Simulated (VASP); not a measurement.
# Ni (Fm-3m) in VASP: a series of runs

The runs below take Ni through relaxation of cell and atoms, with LDA.

Program: VASP 6.6.1. These are calculated values, not measurements. Logs are shortened: lines on timing, memory, paths and dates and some standing lists are left out, and cuts for length are marked.

## (1) Starting point

The structure is cubic, space group Fm-3m (No. 225). The conventional cell has a = 3.524 Å, b = 3.524 Å, c = 3.524 Å, α = 90.00°, β = 90.00°, γ = 90.00°. Ni (site symmetry m-3m) is surrounded by 12 Ni at 2.49 Å.

## (2) Relaxation of cell and atoms, LDA, collinear spin, ferromagnetic start

INCAR

```
ALGO = Fast ; EDIFF = 1E-7
EDIFFG = -0.002 ; ENCUT = 520
GGA = CA ; IBRION = 2
ISIF = 3 ; ISMEAR = 0
ISPIN = 2 ; LASPH = T
LCHARG = F ; LMAXMIX = 4
LORBIT = 11 ; LREAL = F
LWAVE = F ; MAGMOM = 0.8
NELM = 100 ; NSW = 80
PREC = Accurate ; SIGMA = 0.1
```

KPOINTS

```
k-points
0
Gamma
  20 20 20
```

POSCAR

```
Ni
1.0
    0.0000000000      1.7619350000      1.7619350000
    1.7619350000      0.0000000000      1.7619350000
    1.7619350000      1.7619350000      0.0000000000
Ni
1
Direct
    0.0000000000      0.0000000000      0.0000000000
```

Potentials or basis: VASP PAW LDA potentials, release 64 (Ni).

The run is started by

```
cat potpaw_LDA.64/Ni/POTCAR > POTCAR
mpirun -np 1 vasp_std > vasp.out
```

OUTCAR:

```text
EDIFF = 1E-7
   EDIFFG = -0.002
   ENCUT = 520
   GGA = CA
   IBRION = 2
   ISIF = 3
   ISMEAR = 0
   ISPIN = 2
   LASPH = T
   LORBIT = 11
   LREAL = F
   NELM = 100
   NSW = 80
   PREC = Accurate

 ion  position               nearest neighbor table
   1  0.000  0.000  0.000-

  LATTYP: Found a face centered cubic cell.
 ALAT       =     3.5238700000

  Lattice vectors:

 A1 = (   0.0000000000,   1.7619350000,   1.7619350000)
 A2 = (   1.7619350000,   0.0000000000,   1.7619350000)
 A3 = (   1.7619350000,   1.7619350000,   0.0000000000)

Analysis of symmetry for initial positions (statically):
=====================================================================
 Subroutine PRICEL returns:
 Original cell was already a primitive cell.

 Routine SETGRP: Setting up the symmetry group for a
 face centered cubic supercell.

 Subroutine GETGRP returns: Found 48 space group operations
 (whereof 48 operations were pure point group operations)
 out of a pool of 48 trial point group operations.

The static configuration has the point symmetry O_h .

Analysis of symmetry for dynamics (positions and initial velocities):
=====================================================================
 Subroutine PRICEL returns:
 Original cell was already a primitive cell.

 Routine SETGRP: Setting up the symmetry group for a
 face centered cubic supercell.

 Subroutine GETGRP returns: Found 48 space group operations
 (whereof 48 operations were pure point group operations)
 out of a pool of 48 trial point group operations.

The dynamic configuration has the point symmetry O_h .

Analysis of structural, dynamic, and magnetic symmetry:
=====================================================================
 Subroutine PRICEL returns:
 Original cell was already a primitive cell.

 Routine SETGRP: Setting up the symmetry group for a
 face centered cubic supercell.

 Subroutine GETGRP returns: Found 48 space group operations
 (whereof 48 operations were pure point group operations)
 out of a pool of 48 trial point group operations.

The overall configuration has the point symmetry O_h .

 Subroutine INISYM returns: Found 48 space group operations
 (whereof 48 operations are pure point group operations),
 and found     1 'primitive' translations

----------------------------------------------------------------------------------------

                                     Primitive cell

[... 85 lines left out ...]
   LASPH  =      T    aspherical Exc in radial PAW
   ENCUT  =  520.0 eV  38.22 Ry    6.18 a.u.   4.63  4.63  4.63*2*pi/ulx,y,z
   NELM   =    100;   NELMIN=  2; NELMDL= -5     # of ELM steps
   EDIFF  = 0.1E-06   stopping-criterion for ELM
   LREAL  =      F    real-space projection
   EDIFFG = -.2E-02   stopping-criterion for IOM
   NSW    =     80    number of steps for IOM
   IBRION =      2    ionic relax: 0-MD 1-quasi-New 2-CG
   NFREE  =      1    steps in history (QN), initial steepest desc. (CG)
   ISIF   =      3    stress and relaxation
   ISYM   =      2    0-nonsym 1-usesym 2-fastsym
   POTIM  = 0.5000    time-step for ionic-motion
   TEBEG  =    0.0;   TEEND  =   0.0 temperature during run
   PSTRESS=    0.0 pullay stress
   NELECT =      10.0000    total number of electrons
   NUPDOWN=      -1.0000    fix difference up-down
   EMIN   =  10.00;   EMAX   =-10.00  energy-range for DOS
   EFERMI =   0.00;   METHOD = LEGACY
   ISMEAR =     0;   SIGMA  =   0.10  broadening in eV -4-tet -1-fermi 0-gaus
   EFERMI_NEDOS =   21; number of points for ismear=-14 and -15
   IALGO  =     68    algorithm
   IMIX   =      4    mixing-type and parameters
     AMIX     =   0.40;   BMIX     =  1.00
     AMIX_MAG =   1.60;   BMIX_MAG =  1.00
  volume/ion in A,a.u.               =      10.94        73.82
  Fermi-wavevector in a.u.,A,eV,Ry     =   1.588821  3.002436 34.345893  2.524352
  Thomas-Fermi vector in A             =   2.687765
   LORBIT       =     11    0 simple, 1 ext, 2 COOP (PROOUT), +10 PAW based schemes
   GGA     = CA    functional components
   LHFCALC =     F    Hartree Fock is set to
   AEXX    =    0.0000 exact exchange contribution
   IVDW    =     0    specifies the selected vdW correction
   LEPSILON=     F    determine dielectric tensor
   LRPA    =     F    only Hartree local field effects (RPA)
 conjugate gradient relaxation of ions
 spin polarized calculation
 RMM-DIIS sequential band-by-band and
 Gauss-broadening in eV      SIGMA  =   0.10
  energy-cutoff  :      520.00
  volume of cell :       10.94
 maximum number of plane-waves:       306
   NGX =  9   NGY =  9   NGZ =  9

--------------------------------------- Ionic step        1  -------------------------------------------

 number of electron      10.0000010 magnetization       0.6123978

 Free energy of the ion-electron system (eV)
  ---------------------------------------------------
  ext. energy  EPLUGINS =         0.00000000
  ---------------------------------------------------
  free energy    TOTEN  =        -6.52845254 eV

  energy without entropy =       -6.51900654  energy(sigma->0) =       -6.52372954

 E-fermi :   8.9453     XC(G=0): -13.5801

 val. band max:        8.9451340405   @ k =   0.4000   0.0000   0.0000
 cond. band min:       8.9460747073   @ k =  -0.4500   0.4500   0.0000
 fundamental gap:      0.0009406668
 Fermi energy:         8.9452842211

 spin component 1

 k-point     1 :       0.0000    0.0000    0.0000
  band No.  band energies     occupation
      1       0.0024      1.00000
      2       6.6063      1.00000
      3       6.6063      1.00000
      4       6.6063      1.00000
      5       7.7493      1.00000
      6       7.7493      1.00000
      7      32.6882      0.00000
      8      36.3926      0.00000
      9      36.3926      0.00000
[... 742 lines left out ...]
--------------------------------------- Ionic step        6  -------------------------------------------

 number of electron       9.9999993 magnetization       0.5998115

 Free energy of the ion-electron system (eV)
  ---------------------------------------------------
  ext. energy  EPLUGINS =         0.00000000
  ---------------------------------------------------
  free energy    TOTEN  =        -6.58328277 eV

  energy without entropy =       -6.57464085  energy(sigma->0) =       -6.57896181

 E-fermi :  10.2341     XC(G=0): -14.1013

 val. band max:       10.2315534752   @ k =   0.4500   0.1500   0.0500
 cond. band min:      10.2370243039   @ k =   0.5000   0.3500   0.1000
 fundamental gap:      0.0054708288
 Fermi energy:        10.2341402473

 spin component 1

 k-point     1 :       0.0000    0.0000    0.0000
  band No.  band energies     occupation
      1       0.6733      1.00000
      2       7.6649      1.00000
      3       7.6649      1.00000
      4       7.6649      1.00000
      5       8.9601      1.00000
      6       8.9601      1.00000
      7      34.6951      0.00000
      8      39.1005      0.00000
      9      39.1005      0.00000
[... 596 lines left out ...]
  FREE ENERGIE OF THE ION-ELECTRON SYSTEM (eV)
  ---------------------------------------------------
  free  energy   TOTEN  =        -6.5832827708 eV

  energy  without entropy=       -6.5746408547  energy(sigma->0) =       -6.57896181

 reached required accuracy - stopping structural energy minimisation

 total charge

# of ion       s       p       d       tot
------------------------------------------
    1        0.536   0.573   8.367   9.476

 magnetization (x)

# of ion       s       p       d       tot
------------------------------------------
    1       -0.005  -0.019   0.623   0.600
```

Run time: 2.7 min. Hardware: 1 thread of Intel Xeon Platinum 8488C (Sapphire Rapids), shared host; peak memory 0.17 GiB.

What came out:

| Property | Result |
| --- | --- |
| Free energy | -6.5833 eV |
| Relaxed volume | 10.03 Å³/atom |
| Relaxed cell | a = 2.421 Å, b = 2.421 Å, c = 2.421 Å, α = 60.00°, β = 60.00°, γ = 60.00° |
| Space group after relaxing (to 0.05 Å) | Fm-3m (No. 225) |
| Energy gained by relaxing | 54.8 meV/atom |
| Ionic steps | 6 |
| Pressure after relaxing | 0.0 GPa |
| Band gap on the k mesh | none (metal or under the smearing width) |
| Net moment | 0.60 μB per cell |
| Site moments | Ni +0.60 μB |
| Valence electrons inside the program's atomic spheres | Ni 9.48 |

Step by step:
```csv
step,energy change (eV),largest force (eV/Å),pressure (GPa),volume (Å³)
1,0.0000,0.0000,-17.73,10.94
2,0.0207,0.0000,29.71,9.13
3,-0.0548,0.0000,-0.32,10.04
4,-0.0548,0.0000,0.09,10.03
5,-0.0548,0.0000,-0.08,10.03
6,-0.0548,0.0000,0.02,10.03
```

Final structure:
```
Ni
1.0
     0.00000    1.71171    1.71171
     1.71171    0.00000    1.71171
     1.71171    1.71171    0.00000
Ni
1
Direct
  0.00000 0.00000 0.00000
```

LDA usually gives volumes a few per cent too small. Zero-point motion and thermal expansion aren't in these numbers.

## (3) Relaxation of cell and atoms, LDA, collinear spin, ferromagnetic start

This run uses another cell than the first one, of 10.03 Å³/atom, 0.917 times its volume.

INCAR is that of step 2.

KPOINTS is that of step 2.

POSCAR

```
Ni                                      
1.0
   -0.0000000000      1.7117146087      1.7117146087
    1.7117146087     -0.0000000000      1.7117146087
    1.7117146087      1.7117146087      0.0000000000
  Ni            
     1
Direct
     0.0000000000000000    0.0000000000000000    0.0000000000000000
```

Potentials or basis: VASP PAW LDA potentials, release 64 (Ni).

The run is started by

```
cat potpaw_LDA.64/Ni/POTCAR > POTCAR
mpirun -np 1 vasp_std > vasp.out
```

Run time: 41 s. Hardware: 1 thread of Intel Xeon Platinum 8488C (Sapphire Rapids), shared host; peak memory 0.15 GiB.

Results (log left out):

| Item | Value |
| --- | --- |
| Free energy | -6.5831 eV |
| Pressure after relaxing | 0.0 GPa |
| Band gap on the k mesh | none (metal or under the smearing width) |
| Net moment | 0.60 μB per cell |
| Site moments | Ni +0.60 μB |
| Valence electrons inside the program's atomic spheres | Ni 9.48 |

Final structure:
```xyz
1
Lattice="0.0000 1.7117 1.7117 1.7117 0.0000 1.7117 1.7117 1.7117 0.0000" Properties=species:S:1:pos:R:3 pbc="T T T"
Ni    0.0000    0.0000    0.0000
```

Levels at points of the mesh, in eV from the Fermi level:
Spin up:
```tsv
k point	band 1	band 2	band 3	band 4	band 5	band 6	band 7	band 8	band 9
(0.00, 0.00, 0.00)	-9.56	-2.57	-2.57	-2.57	-1.27	-1.27	24.46	28.87	28.87
(0.50, 0.00, 0.00)	-5.26	-2.58	-2.58	-0.49	-0.49	-0.41	6.32	22.94	26.00
(0.50, 0.50, 0.00)	-5.13	-4.58	-0.46	-0.31	-0.31	2.51	10.03	15.54	15.54
```
Spin down:
```csv
k point,band 3,band 4,band 5,band 6,band 7,band 8
"(0.00, 0.00, 0.00)",-1.96,-1.96,-0.71,-0.71,24.45,28.92
"(0.50, 0.00, 0.00)",-2.03,-0.37,0.16,0.16,6.71,22.92
"(0.50, 0.50, 0.00)",0.13,0.39,0.39,2.56,10.32,15.62
```

Caveat: the relaxation stopped at its first step, so nothing moved.
